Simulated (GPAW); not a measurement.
# free-standing square Cr monolayer, spacing 3.072 A: cost and accuracy of all numerical settings together, part 2 of 2

Aim: see how far moments and order energies of free-standing square Cr monolayer, spacing 3.072 A move with all numerical settings together, and what each rung costs.

GPAW 26.7.0; LDA; plane waves with GPAW's PAW setups, scalar-relativistic.

So far, largest spin moment in the augmentation sphere (μB): step 2 (rung 1 (280 eV, mesh 4×4×1), start ferro +) 3.83; step 3 (rung 1 (280 eV, mesh 2×4×1), start antiferro q=(1/2,1/2,0) +-) 3.70; step 4 (rung 2 (380 eV, mesh 6×6×1), start ferro +) 3.86; step 5 (rung 2 (380 eV, mesh 3×6×1), start antiferro q=(1/2,1/2,0) +-) 3.73; step 6 (rung 3 (500 eV, mesh 8×8×1), start ferro +) 3.89.

### Step 7. Rung 3 (500 eV, mesh 4×8×1), start antiferro q=(1/2,1/2,0) +-

The input, order2.py:

```python
import json
import numpy as np
from ase import Atoms
from ase.parallel import paropen, parprint
from gpaw import GPAW

atoms = Atoms(['Cr', 'Cr'],
    cell=[[6.144, 0.0, 0.0],
         [3.072, 3.072, 0.0],
         [0.0, 0.0, 14.0]],
    scaled_positions=[[0.0, 0.0, 0.5],
         [0.5, 0.0, 0.5]],
    pbc=True,
    magmoms=[2.5, -2.5])
atoms.calc = GPAW(mode={'name': 'pw', 'ecut': 500},
    xc='LDA',
    kpts={'size': (4, 8, 1), 'gamma': True},
    occupations={'name': 'fermi-dirac', 'width': 0.1},
    convergence={'density': 1e-05, 'energy': 1e-05},
    maxiter=200,
    symmetry={'tolerance': 1e-4},
    txt='order2.txt')
e = atoms.get_potential_energy(force_consistent=True)
res = {'free_energy': e, 'energy_sigma0': atoms.get_potential_energy(), 'fermi_energy': atoms.calc.get_fermi_level()}
res['moments'] = atoms.get_magnetic_moments().tolist()
res['total'] = atoms.get_magnetic_moment()
parprint('site moments (muB):', np.round(res['moments'], 3))
parprint(f"total moment: {res['total']:.3f} muB")
parprint(f'free energy: {e:.6f} eV')
atoms.calc.write('order2.gpw')
with paropen('results.json', 'w') as f:
    json.dump(res, f)
```

Run with:

```bash
$ OMP_NUM_THREADS=1 python3 order2.py > order2.log
```

Log:

```text
UserWarning: Initial realspace grid (32,24,75) inconsistent with symmetries.
UserWarning: Using symmetrized grid: (32,32,75).

site moments (muB): [ 3.757 -3.757]
total moment: 0.000 muB
free energy: -13.705443 eV

--- order2.txt ---
Input parameters:
  mode=PW(ecut=500),
  convergence={'density': 1e-05, 'energy': 1e-05},
  kpts=MonkhorstPack(size=(4, 8, 1), gamma=True),
  maxiter=200,
[...]
|          3 |        -3.391 |     0.991 |        -3.391 |     0.991 |
|          4 |        -3.323 |     0.983 |        -3.323 |     0.983 |
[...]
|          8 |        -0.260 |     0.000 |        -0.260 |     0.000 |
|          9 |         0.122 |     0.000 |         0.122 |     0.000 |
|         10 |         0.122 |     0.000 |         0.122 |     0.000 |
|         11 |         0.360 |     0.000 |         0.360 |     0.000 |

No gap
No difference between direct/indirect transitions


[key lines of the parts left out:]
Free energy:     -13.705443
Converged in 40 steps
dipole moment: (-29.217209, -14.608622, 0.000155)  # |e|*Ang
Fermi level: -2.915
```

It took 91 s on 1 MPI rank of Intel Xeon Platinum 8488C (Sapphire Rapids), shared host; peak memory 0.35 GiB.

Read from the output:

- magnetization: 0 μB
- final state: antiferromagnetic
- largest moment: 3.757 μB

This start lies -179.9 meV a seeded atom from the first, a change of -10.5 meV since rung 2; its largest moment is 3.76 μB.

### Step 8. Rung 4 (700 eV, mesh 10×10×1), start ferro +

The input, order1.py:

```python
import json
import numpy as np
from ase import Atoms
from ase.parallel import paropen, parprint
from gpaw import GPAW

atoms = Atoms(['Cr'],
    cell=[[3.072, 0.0, 0.0],
         [0.0, 3.072, 0.0],
         [0.0, 0.0, 14.0]],
    scaled_positions=[[0.0, 0.0, 0.5]],
    pbc=True,
    magmoms=[2.5])
atoms.calc = GPAW(mode={'name': 'pw', 'ecut': 700},
    xc='LDA',
    kpts={'size': (10, 10, 1), 'gamma': True},
    occupations={'name': 'fermi-dirac', 'width': 0.05},
    convergence={'density': 1e-05, 'energy': 1e-05},
    maxiter=200,
    symmetry={'tolerance': 1e-4},
    txt='order1.txt')
e = atoms.get_potential_energy(force_consistent=True)
res = {'free_energy': e, 'energy_sigma0': atoms.get_potential_energy(), 'fermi_energy': atoms.calc.get_fermi_level()}
res['moments'] = atoms.get_magnetic_moments().tolist()
res['total'] = atoms.get_magnetic_moment()
parprint('site moments (muB):', np.round(res['moments'], 3))
parprint(f"total moment: {res['total']:.3f} muB")
parprint(f'free energy: {e:.6f} eV')
atoms.calc.write('order1.gpw')
with paropen('results.json', 'w') as f:
    json.dump(res, f)
```

Run with:

```bash
$ OMP_NUM_THREADS=1 python3 order1.py > order1.log
```

Log:

```text
site moments (muB): [3.928]
total moment: 5.068 muB
free energy: -6.691510 eV

--- order1.txt ---
Input parameters:
  mode=PW(ecut=700),
  convergence={'density': 1e-05, 'energy': 1e-05},
  kpts=MonkhorstPack(size=(10, 10, 1), gamma=True),
  maxiter=200,
  occupations=Occupations(name='fermi-dirac', width=0.05),
  symmetry=Symmetry(tolerance=0.0001),
  xc=XC(name='LDA')

Diagonalizing LCAO Hamiltonian
[...]
|          3 |        -2.974 |     0.995 |        -0.746 |     0.000 |
|          4 |        -2.974 |     0.995 |         0.720 |     0.000 |
|          5 |        -2.747 |     0.687 |         0.720 |     0.000 |
|          6 |        -2.245 |     0.000 |         0.998 |     0.000 |
|          7 |         1.053 |     0.000 |         1.383 |     0.000 |
|          8 |         2.183 |     0.000 |         2.445 |     0.000 |

No gap
No difference between direct/indirect transitions


[key lines of the parts left out:]
Free energy:      -6.691510
Converged in 27 steps
dipole moment: (-7.296017, -7.296017, 0.000077)  # |e|*Ang
Fermi level: -2.707
```

The job ended after 40 s (1 MPI rank; peak memory 0.26 GiB).

Numbers from this step:

```yaml
magnetization: 5.068 μB
final_state: ferromagnetic
largest_moment: 3.928 μB
```

The largest moment moves by +0.04 μB from rung 3, at 2.3 times its CPU time.

### Step 9. Rung 4 (700 eV, mesh 5×10×1), start antiferro q=(1/2,1/2,0) +-

order2.py is the script of step 7 with these lines changed:

```diff
@@ -14,6 +14,6 @@
     magmoms=[2.5, -2.5])
-atoms.calc = GPAW(mode={'name': 'pw', 'ecut': 500},
+atoms.calc = GPAW(mode={'name': 'pw', 'ecut': 700},
     xc='LDA',
-    kpts={'size': (4, 8, 1), 'gamma': True},
-    occupations={'name': 'fermi-dirac', 'width': 0.1},
+    kpts={'size': (5, 10, 1), 'gamma': True},
+    occupations={'name': 'fermi-dirac', 'width': 0.05},
     convergence={'density': 1e-05, 'energy': 1e-05},
```

Run with:

```bash
$ OMP_NUM_THREADS=1 python3 order2.py > order2.log
```

Log:

```text
UserWarning: Initial realspace grid (40,27,90) inconsistent with symmetries.
UserWarning: Using symmetrized grid: (40,40,90).

site moments (muB): [ 3.762 -3.762]
total moment: 0.000 muB
free energy: -13.733625 eV

--- order2.txt ---
Input parameters:
  mode=PW(ecut=700),
  convergence={'density': 1e-05, 'energy': 1e-05},
  kpts=MonkhorstPack(size=(5, 10, 1), gamma=True),
  maxiter=200,
[...]
|          3 |        -3.376 |     0.999 |        -3.376 |     0.999 |
|          4 |        -3.314 |     0.996 |        -3.314 |     0.996 |
[...]
|          8 |        -0.245 |     0.000 |        -0.245 |     0.000 |
|          9 |         0.134 |     0.000 |         0.134 |     0.000 |
|         10 |         0.134 |     0.000 |         0.134 |     0.000 |
|         11 |         0.354 |     0.000 |         0.354 |     0.000 |

No gap
No difference between direct/indirect transitions


[key lines of the parts left out:]
Free energy:     -13.733625
Converged in 39 steps
dipole moment: (-29.219303, -14.609668, 0.000155)  # |e|*Ang
Fermi level: -3.040
```

Wall time 4.8 min (1 MPI rank); peak memory 0.54 GiB.

This step gave:

| Item | Value |
| --- | --- |
| magnetization | 0 μB |
| final state | antiferromagnetic |
| largest moment | 3.762 μB |

This start lies -175.3 meV a seeded atom from the first, a change of +4.6 meV since rung 3; its largest moment is 3.76 μB.

### Step 10. Side by side

Ladder, by row:

```csv
rung,cutoff (eV),mesh,smearing (eV),state from the first start,state from the second start,second less first (meV a seeded atom),"moment, first (μB)","moment, second (μB)",CPU time (s)
1,280,4x4x1,0.2,ferromagnetic,antiferromagnetic,-137.8,3.829,3.699,27
2,380,6x6x1,0.15,ferromagnetic,antiferromagnetic,-169.4,3.863,3.73,62.57
3,500,8x8x1,0.1,ferromagnetic,antiferromagnetic,-179.9,3.89,3.757,108.1
4,700,10x10x1,0.05,ferromagnetic,antiferromagnetic,-175.3,3.928,3.762,330
```

### Step 11. Outcome

```
range of the moment in the table, second start            : 3.70 to 3.76 μB
range of CPU time                                         : 27 s to 5.5 min
range of the energy difference                            : -180 to -138 meV a seeded atom
first rung from which all stay within 8.8 meV of the last : 2
```

**Reading.** From rung 2 on the result stays within 5.9 meV of the last rung, inside the margin of 8.8 meV set for it, at 19 % of the last rung's cost. The second start ends lower on every rung of the table; whether functional and cell give the true order is another question.

[Logs and program files are shortened in this print: banners, set-up blocks, solver, clock and traceback lines can be left out without a mark of their own.]

[Logs are printed without paths, hosts, clocks, repeated set-up lines and the standing remarks that a program may print on its own settings, such as how far it seeks lower states.]

[Hosts, paths, dates, database ids (printed as entryN), source tags and the programs' standing remarks are cut or masked in the printed files.]

[Where a cell is said to come from a database of computed structures, the database is the Materials Project.]
